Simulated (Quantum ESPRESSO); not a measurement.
# PbS (Cmcm) in Quantum ESPRESSO: settings compared, part 2 of 2

Quantum ESPRESSO 7.5. Earlier steps stand in the parts before.

### 3 Phonons, rev-vdW-DF2

pw.in

```
&CONTROL
  calculation = 'scf'
  prefix = 'pwscf'
  outdir = './tmp'
  pseudo_dir = './pseudo'
  tprnfor = .true.
  tstress = .true.
  disk_io = 'low'
/
&SYSTEM
  ibrav = 0
  nat = 4
  ntyp = 2
  ecutwfc = 56
  nbnd = 28
  input_dft = 'vdw-df2-b86r'
  occupations = 'smearing'
  smearing = 'fd'
  degauss = 0.00367493
/
&ELECTRONS
  conv_thr = 8d-10
  electron_maxstep = 120
  mixing_beta = 0.5
/
ATOMIC_SPECIES
Pb   207.2000 Pb.upf
S     32.0600 S.upf
CELL_PARAMETERS angstrom
   2.0799526950   -5.9912968650    0.0000000000
   2.0799526950    5.9912968650    0.0000000000
   0.0000000000    0.0000000000    4.2793209400
ATOMIC_POSITIONS crystal
Pb     0.1305633500    0.8694366500    0.2500000000
Pb     0.8694366500    0.1305633500    0.7500000000
S      0.3547970900    0.6452029100    0.2500000000
S      0.6452029100    0.3547970900    0.7500000000
K_POINTS automatic
4 4 4 1 1 1
```

relax.in

```
&CONTROL
  calculation = 'relax'
  prefix = 'pwscf'
  outdir = './tmp'
  pseudo_dir = './pseudo'
  tprnfor = .true.
  tstress = .true.
  disk_io = 'low'
  nstep = 40
  forc_conv_thr = 0.0001
  etot_conv_thr = 1d-06
/
&SYSTEM
  ibrav = 0
  nat = 4
  ntyp = 2
  ecutwfc = 56
  nbnd = 28
  input_dft = 'vdw-df2-b86r'
  occupations = 'smearing'
  smearing = 'fd'
  degauss = 0.00367493
/
&ELECTRONS
  conv_thr = 8d-10
  electron_maxstep = 120
  mixing_beta = 0.5
/
&IONS
  ion_dynamics = 'bfgs'
/
ATOMIC_SPECIES
Pb   207.2000 Pb.upf
S     32.0600 S.upf
CELL_PARAMETERS angstrom
   2.0799526950   -5.9912968650    0.0000000000
   2.0799526950    5.9912968650    0.0000000000
   0.0000000000    0.0000000000    4.2793209400
ATOMIC_POSITIONS crystal
Pb     0.1305633500    0.8694366500    0.2500000000
Pb     0.8694366500    0.1305633500    0.7500000000
S      0.3547970900    0.6452029100    0.2500000000
S      0.6452029100    0.3547970900    0.7500000000
K_POINTS automatic
4 4 4 1 1 1
```

scf2.in

```
&CONTROL
  calculation = 'scf'
  prefix = 'pwscf'
  outdir = './tmp'
  pseudo_dir = './pseudo'
  tprnfor = .true.
  tstress = .true.
  disk_io = 'low'
/
&SYSTEM
  ibrav = 0
  nat = 4
  ntyp = 2
  ecutwfc = 56
  nbnd = 28
  input_dft = 'vdw-df2-b86r'
  occupations = 'fixed'
/
&ELECTRONS
  conv_thr = 1d-13
  electron_maxstep = 120
  mixing_beta = 0.5
  startingpot = 'file'
  startingwfc = 'file'
/
ATOMIC_SPECIES
Pb   207.2000 Pb.upf
S     32.0600 S.upf
CELL_PARAMETERS angstrom
   2.0799526950   -5.9912968650    0.0000000000
   2.0799526950    5.9912968650    0.0000000000
   0.0000000000    0.0000000000    4.2793209400
ATOMIC_POSITIONS crystal
Pb     0.1304085451    0.8695914549    0.2500000000
Pb     0.8695914549    0.1304085451    0.7500000000
S      0.3585583830    0.6414416170    0.2500000000
S      0.6414416170    0.3585583830    0.7500000000
K_POINTS automatic
4 4 4 1 1 1
```

ph.in

```
phonons of PbS
&INPUTPH
  prefix = 'pwscf'
  outdir = './tmp'
  tr2_ph = 1d-16
  fildyn = 'dyn'
  niter_ph = 60
  alpha_mix(1) = 0.7
  epsil = .true.
/
0.0000000000 0.0000000000 0.0000000000
```

dynmat.in

```
&INPUT
  fildyn = 'dyn'
  asr = 'crystal'
  lperm = .true.
  filout = 'dynmat.disp'
  fileig = 'dynmat.eig'
/
```

dynmat_lo.in

```
&INPUT
  fildyn = 'dyn'
  asr = 'crystal'
  filout = 'dynmat_lo.disp'
  fileig = 'dynmat_lo.eig'
  q(1) = 0
  q(2) = 0
  q(3) = 1
/
```

Potentials or basis: PseudoDojo 0.4.1 SR PBE standard.

The run is started by

```console
OMP_NUM_THREADS=1 pw.x -in pw.in > pw.out
OMP_NUM_THREADS=1 pw.x -in relax.in > relax.out
OMP_NUM_THREADS=1 pw.x -in scf2.in > scf2.out
OMP_NUM_THREADS=1 ph.x -in ph.in > ph.out
OMP_NUM_THREADS=1 dynmat.x -in dynmat.in > dynmat.out
OMP_NUM_THREADS=1 dynmat.x -in dynmat_lo.in > dynmat_lo.out
```

pw.out:

```text
This program is part of the open-source Quantum ESPRESSO suite
     for quantum simulation of materials; please cite
         "P. Giannozzi et al., J. Phys.:Condens. Matter 21 395502 (2009);
         "P. Giannozzi et al., J. Phys.:Condens. Matter 29 465901 (2017);
         "P. Giannozzi et al., J. Chem. Phys. 152 154105 (2020);
     in publications or presentations arising from this work. More details at

     IMPORTANT: XC functional enforced from input :
     Exchange-correlation= VDW-DF2-B86R
                           (   1   4  26   0   2   0   0)
     Any further DFT definition will be discarded
     Please, verify this is what you really want

     Message from routine setup:
     using ibrav=0 with symmetry is DISCOURAGED, use correct ibrav instead

     G-vector sticks info
     --------------------
     sticks:   dense  smooth     PW     G-vecs:    dense   smooth      PW
     Sum        1583    1583    475                40777    40777    6567

     Using Slab Decomposition

     bravais-lattice index     =            0
     lattice parameter (alat)  =      11.9848  a.u.
     unit-cell volume          =     719.7402 (a.u.)^3
     number of atoms/cell      =            4
     number of atomic types    =            2
     number of electrons       =        40.00
     number of Kohn-Sham states=           28
     kinetic-energy cutoff     =      56.0000  Ry
     charge density cutoff     =     224.0000  Ry
     scf convergence threshold =      8.0E-10
     mixing beta               =       0.5000
     number of iterations used =            8  plain     mixing
     Exchange-correlation= VDW-DF2-B86R
[... 217 lines left out ...]
    -8.5129  -8.5071  -3.7163  -3.6522   0.1935   0.6396   3.5903   3.7260
     4.8365   5.0659   5.9709   6.3191  10.4761  11.7029  12.4947  12.7296
    13.6588  13.7517  14.3131  14.9146

          k =-0.3811-0.2646 0.1853 (  5101 PWs)   bands (ev):

    -8.6774  -8.6050  -8.5917  -8.5721  -8.5668  -8.5580  -8.5514  -8.5449
    -8.5300  -8.5034  -4.7724  -3.6216  -0.2230   0.9962   4.6093   4.8083
     5.7152   6.4433   7.0500   7.2124   9.9653  10.5264  10.6624  11.9530
    12.4460  13.1333  15.0412  15.6287

          k =-0.3811-0.2646 0.5558 (  5081 PWs)   bands (ev):

    -8.6703  -8.6431  -8.5996  -8.5822  -8.5562  -8.5447  -8.5385  -8.5352
    -8.5307  -8.5141  -4.2006  -3.6458  -0.1441   0.4083   4.0762   5.0816
     5.2918   5.7334   6.3619   6.8637  10.2836  10.9269  11.3503  12.0341
    12.4467  13.3121  15.2444  15.9481
[... 38 lines left out ...]
    -8.6644  -8.6272  -8.5732  -8.5651  -8.5637  -8.5577  -8.5396  -8.5355
    -8.5326  -8.5217  -4.4404  -3.8167  -0.6017   0.1134   5.6960   5.9997
     6.3035   6.7110   6.8486   7.6627   8.9939   9.9417  10.7386  11.1322
    11.3780  11.9272  15.9505  16.1803

     the Fermi energy is     8.3153 ev

!    total energy              =    -325.97518139 Ry
     estimated scf accuracy    <          4.1E-11 Ry
     smearing contrib. (-TS)   =      -0.00000003 Ry
     internal energy E=F+TS    =    -325.97518136 Ry

     The total energy is F=E-TS. E is the sum of the following terms:
     one-electron contribution =     -77.52016035 Ry
     hartree contribution      =      63.26339747 Ry
     xc contribution           =     -92.74790421 Ry
     ewald contribution        =    -218.97051427 Ry

     convergence has been achieved in  11 iterations

     Forces acting on atoms (cartesian axes, Ry/au):

     atom    1 type  1   force =    -0.00000000    0.00633935    0.00000000
     atom    2 type  1   force =    -0.00000000   -0.00633935    0.00000000
     atom    3 type  2   force =     0.00000000   -0.00800432   -0.00000000
     atom    4 type  2   force =    -0.00000000    0.00800432   -0.00000000

     Total force =     0.014440     Total SCF correction =     0.000018

     Computing stress (Cartesian axis) and pressure

          total   stress  (Ry/bohr**3)                   (kbar)     P=        1.71
  -0.00000023  -0.00000000   0.00000000           -0.03       -0.00        0.00
  -0.00000000   0.00003998   0.00000000           -0.00        5.88        0.00
   0.00000000   0.00000000  -0.00000481            0.00        0.00       -0.71

=------------------------------------------------------------------------------=
   JOB DONE.
=------------------------------------------------------------------------------=
```

Wall time 38 min (1 thread of Arm Neoverse V1, shared host); peak memory 0.35 GiB.

What came out:

| Property | Result |
| --- | --- |
| Free energy | -4435.1275 eV |
| Pressure after relaxing | -0.3 GPa |
| Electronic dielectric tensor (diagonal) | 14.29, 10.37, 19.47 |
| Born charges (mean of the diagonal) | Pb +3.92; S -3.92 e |
| Highest phonon frequency at Γ, LO-TO splitting left out | 194 cm⁻¹ |
| Static dielectric tensor (diagonal) | 127.68, 17.28, 407.03 |

Stress tensor (GPa, compression positive):
```
-0.21  0.00  0.00
 0.00 -0.77  0.00
 0.00  0.00 -0.05
```

The path:
| step | energy change (eV) | largest force (eV/Å) | pressure (GPa) |
| --- | --- | --- | --- |
| 1 | 0.0000 | 0.2058 | 0.17 |
| 2 | -0.0026 | 0.1732 | 0.06 |
| 3 | -0.0047 | 0.1395 | -0.05 |
| 4 | -0.0069 | 0.0929 | -0.21 |
| 5 | -0.0082 | 0.0330 | -0.40 |
| 6 | -0.0083 | 0.0395 | -0.43 |
| 7 | -0.0084 | 0.0422 | -0.44 |
| 8 | -0.0087 | 0.0416 | -0.44 |
| 9 | -0.0090 | 0.0340 | -0.43 |
| 10 | -0.0092 | 0.0139 | -0.38 |
| 11 | -0.0092 | 0.0061 | -0.36 |
| 12 | -0.0092 | 0.0006 | -0.34 |

Final structure:
```
Pb S
1.0
     2.07995   -5.99130    0.00000
     2.07995    5.99130    0.00000
     0.00000    0.00000    4.27932
Pb S
2 2
Cartesian
  2.0800 4.4287 1.0698
  2.0800 -4.4287 3.2095
  2.0800 1.6948 1.0698
  2.0800 -1.6948 3.2095
```

Levels at points of the mesh, in eV from the valence-band top:
| k point | band 18 | band 19 | band 20 | band 21 | band 22 | band 23 |
| --- | --- | --- | --- | --- | --- | --- |
| (0.12, 0.12, 0.12) | -1.16 | -0.63 | -0.43 | 2.23 | 2.57 | 3.67 |

Phonon frequencies in cm⁻¹ (negative: imaginary):
| q point | frequencies |
| --- | --- |
| (0.000, 0.000, 0.000) | -2 2 3 32 41 42 66 78 139 149 186 194 |

Electronic dielectric tensor:
```
14.29  0.00  0.00
 0.00 10.37  0.00
 0.00  0.00 19.47
```

Born effective charge tensors (e):
atom 1, Pb
```
4.62 0.00 0.00
0.00 2.66 0.00
0.00 0.00 4.47
```
atom 2, Pb
```
4.62 0.00 0.00
0.00 2.66 0.00
0.00 0.00 4.47
```
atom 3, S
```
-4.54  0.00  0.00
 0.00 -2.69  0.00
 0.00  0.00 -4.52
```
atom 4, S
```
-4.54  0.00  0.00
 0.00 -2.69  0.00
 0.00  0.00 -4.52
```

Optical modes at Γ, degenerate ones joined, polar ones without the macroscopic field:
```csv
cm⁻¹,components,symmetry,active in,"IR intensity, summed ((D/Å)²/amu)"
32,1,B1g,Raman,0.00
42,1,B1u,IR,33.62
42,1,B2g,Raman,0.00
66,1,Ag,Raman,0.00
78,1,B2u,IR,34.87
139,1,B2g,Raman,0.00
149,1,B1g,Raman,0.00
186,1,B3u,IR,11.92
194,1,Ag,Raman,0.00
```

Zone-centre frequencies without and with the macroscopic field along z (cm⁻¹):
```tsv
	optical modes in rising order
without	32 42 42 66 78 139 149 186 194
with the field	32 42 66 78 139 149 186 190 194
```

Static dielectric tensor, electrons and zone-centre modes:
```
127.68   0.00   0.00
  0.00  17.28   0.00
  0.00   0.00 407.03
```

Caveat: the mesh is thin for the dielectric tensor, Born charges and intensities, which usually come out too large; the potentials were made for another functional, which shifts forces and pressure; the shifted mesh misses Γ, where the gap is smaller or closed, so treating the crystal as an insulator may be wrong and the dielectric response too small. Spin-orbit coupling is left out, which matters for the levels of Pb.
